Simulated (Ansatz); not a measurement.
Below is a relaxed structure of C. The cell was found from a structure generator's guess, not taken from experiment.

Method: Ansatz, DFT PBE, scalar-relativistic, plane waves, PAW. Cutoff 420 eV, Γ-centred mesh, Gaussian smearing, no spin polarisation.

```cif
data_structure
_symmetry_space_group_name_H-M 'P 1'
_symmetry_Int_Tables_number 1
_cell_length_a 2.4665
_cell_length_b 2.4665
_cell_length_c 4.4239
_cell_angle_alpha 90.000
_cell_angle_beta 90.000
_cell_angle_gamma 120.000
_cell_volume 23.31
loop_
_atom_site_label
_atom_site_type_symbol
_atom_site_fract_x
_atom_site_fract_y
_atom_site_fract_z
_atom_site_occupancy
C1 C 0.33333 0.66667 0.50000 1
C2 C 0.66667 0.33333 0.50000 1
```

Energies count from the standard state of C at the same level.

Question: What space group does it have?

Answer: P6/mmm (No. 191). Conventional cell: a = 2.466 Å, c = 4.424 Å. Around C lie 3 C at 1.42 Å.

Question: How far does it lie from the standard state of C?

Answer: 0.00 eV/atom. It is level with the standard state within the noise.

Question: Is it a metal?

Answer: There is no gap on the 24×24×12 mesh, but valence and conduction bands overlap by only 0.20 eV, so at this level it is a semimetal.

The last run used a 24×24×12 mesh (in the run's order of axes) for its 2-atom cell and Gaussian smearing of 0.10 eV. Weakly bound directions are ill-defined at this level, which has no dispersion term. The zero gap may come from the functional, which often closes small gaps, or the cell may be a true semimetal. The reference form of C is held partly by dispersion forces, which this level lacks. A structure relaxed within its symmetry needn't be a true minimum.
